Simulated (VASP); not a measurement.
Level of theory: RPBE GGA, VASP's PBE PAW potentials (set 64) (plane waves; VASP 6.6.1).

Input for VASP

### POSCAR
```
CaF2
2.8612250
  0.0000000000   1.0000000175   1.0000000175
  1.0000000175   0.0000000000   1.0000000175
  1.0000000175   1.0000000175   0.0000000000
Ca F
1 2
Cart
  0.0000000000   0.0000000000   0.0000000000
  0.5000000088   0.5000000088   0.5000000088
  1.5000000263   1.5000000263   1.5000000263
```

KPOINTS:
```
Automatic mesh
0
Gamma
7 7 7
0 0 0
```

### INCAR
```
SYSTEM = CaF2
PREC = Accurate
ENCUT = 520
EDIFF = 1E-7
NELM = 100
ALGO = Normal
LREAL = .FALSE.
LASPH = .TRUE.
ISMEAR = 0
SIGMA = 0.05
GGA = RP
LWAVE = .FALSE.
LCHARG = .FALSE.
ISIF = 2
```

POTCAR, in this order: Ca_sv F (PBE.64 set). Program: vasp_std.

Output of the run:

OSZICAR:
```
       N       E                     dE             d eps       ncg     rms          rms(c)
DAV:   1     0.221517625298E+03    0.22152E+03   -0.13616E+04   640   0.149E+03
DAV:   2    -0.851071162096E+01   -0.23003E+03   -0.22401E+03   816   0.386E+02
DAV:   3    -0.175165450201E+02   -0.90058E+01   -0.90001E+01   720   0.868E+01
DAV:   4    -0.178579342174E+02   -0.34139E+00   -0.34130E+00  1144   0.124E+01
DAV:   5    -0.178592637730E+02   -0.13296E-02   -0.13295E-02   720   0.845E-01    0.833E+00
DAV:   6    -0.164173909162E+02    0.14419E+01   -0.82174E+00   704   0.194E+01    0.331E+00
DAV:   7    -0.164519747120E+02   -0.34584E-01   -0.20957E-01   912   0.398E+00    0.179E+00
DAV:   8    -0.165037389961E+02   -0.51764E-01   -0.63426E-02   840   0.284E+00    0.206E-01
DAV:   9    -0.165132920943E+02   -0.95531E-02   -0.16599E-02   824   0.101E+00    0.169E-01
DAV:  10    -0.165148010984E+02   -0.15090E-02   -0.31534E-03   696   0.480E-01    0.257E-02
DAV:  11    -0.165148372433E+02   -0.36145E-04   -0.17369E-04   944   0.105E-01    0.147E-02
DAV:  12    -0.165148625710E+02   -0.25328E-04   -0.56991E-05   648   0.668E-02    0.709E-03
DAV:  13    -0.165148625836E+02   -0.12614E-07   -0.11591E-05   936   0.257E-02    0.451E-03
DAV:  14    -0.165148617497E+02    0.83395E-06   -0.14415E-06   696   0.139E-02    0.334E-04
DAV:  15    -0.165148618527E+02   -0.10296E-06   -0.71427E-08   704   0.261E-03    0.305E-04
DAV:  16    -0.165148618367E+02    0.15993E-07   -0.28340E-08   496   0.166E-03
   1 F= -.16514862E+02 E0= -.16514862E+02  d E =-.203945E-18
```

File OUTCAR:
```
------------------------ aborting loop because EDIFF is reached ----------------------------------------
  FORCE on cell =-STRESS in cart. coord.  units (eV):
  Direction    XX          YY          ZZ          XY          YZ          ZX
  --------------------------------------------------------------------------------------
  Total       -0.9932343     -0.9932343     -0.9932343      0.0000000     -0.0000000      0.0000000
  in kB      -33.9684905    -33.9684905    -33.9684905      0.0000000     -0.0000000      0.0000000
  external PRESSURE =     -33.9684905 kB  Pullay stress =       0.0000000 kB
  volume of cell :       46.85
      direct lattice vectors                 reciprocal lattice vectors
     0.000000000  2.861225050  2.861225050    -0.174750322  0.174750322  0.174750322
     2.861225050  0.000000000  2.861225050     0.174750322 -0.174750322  0.174750322
     2.861225050  2.861225050  0.000000000     0.174750322  0.174750322 -0.174750322
 POSITION                                       TOTAL-FORCE (eV/Angst)
 -----------------------------------------------------------------------------------
      0.00000      0.00000      0.00000        -0.000000     -0.000000     -0.000000
      1.43061      1.43061      1.43061         0.000000      0.000000     -0.000000
      4.29184      4.29184      4.29184        -0.000000     -0.000000      0.000000
 -----------------------------------------------------------------------------------
    total drift:                                0.000000     -0.000000      0.000000
  FREE ENERGIE OF THE ION-ELECTRON SYSTEM (eV)
  ---------------------------------------------------
  free  energy   TOTEN  =       -16.5148618367 eV

  energy  without entropy=      -16.5148618367  energy(sigma->0) =      -16.51486184
```
(Selected blocks of OUTCAR.)

**OUTCAR**
```
 val. band max:       -1.4635229477   @ k =  -0.4286   0.4286   0.0000

 cond. band min:       5.3708764517   @ k =   0.0000   0.0000   0.0000


 Fermi energy:        -1.1630420187

 k-point     1 :       0.0000    0.0000    0.0000
  band No.  band energies     occupation
      1     -38.3620      2.00000
      2     -21.1643      2.00000
      3     -20.6051      2.00000
      4     -19.2303      2.00000
      5     -19.2303      2.00000
      6     -19.2303      2.00000
      7      -3.1229      2.00000
      8      -3.1229      2.00000
      9      -3.1229      2.00000
     10      -1.6665      2.00000
     11      -1.6664      2.00000
     12      -1.6664      2.00000
     13       5.3709      0.00000
     14       7.2091      0.00000
     15       7.2091      0.00000
     16       8.7178      0.00000

 k-point     2 :       0.1429    0.0000    0.0000
  band No.  band energies     occupation
      1     -38.3593      2.00000
      2     -21.2064      2.00000
      3     -20.6414      2.00000
      4     -19.2344      2.00000
      5     -19.2344      2.00000
      6     -19.1573      2.00000
      7      -3.0523      2.00000
      8      -3.0523      2.00000
      9      -3.0075      2.00000
     10      -1.8532      2.00000
     11      -1.7406      2.00000
     12      -1.7406      2.00000
     13       5.8378      0.00000
     14       7.2370      0.00000
     15       7.2370      0.00000
     16       8.5704      0.00000

 k-point     3 :       0.2857    0.0000    0.0000
  band No.  band energies     occupation
      1     -38.3533      2.00000
      2     -21.2654      2.00000
      3     -20.7557      2.00000
      4     -19.2434      2.00000
      5     -19.2434      2.00000
      6     -18.9912      2.00000
      7      -2.8703      2.00000
      8      -2.8702      2.00000
      9      -2.7529      2.00000
     10      -2.2126      2.00000
     11      -1.9261      2.00000
     12      -1.9261      2.00000
     13       6.8391      0.00000
...
```

The compound is CaF2 in the fluorite structure. This cell is one point of a volume scan, at 1.06 of the reference volume.
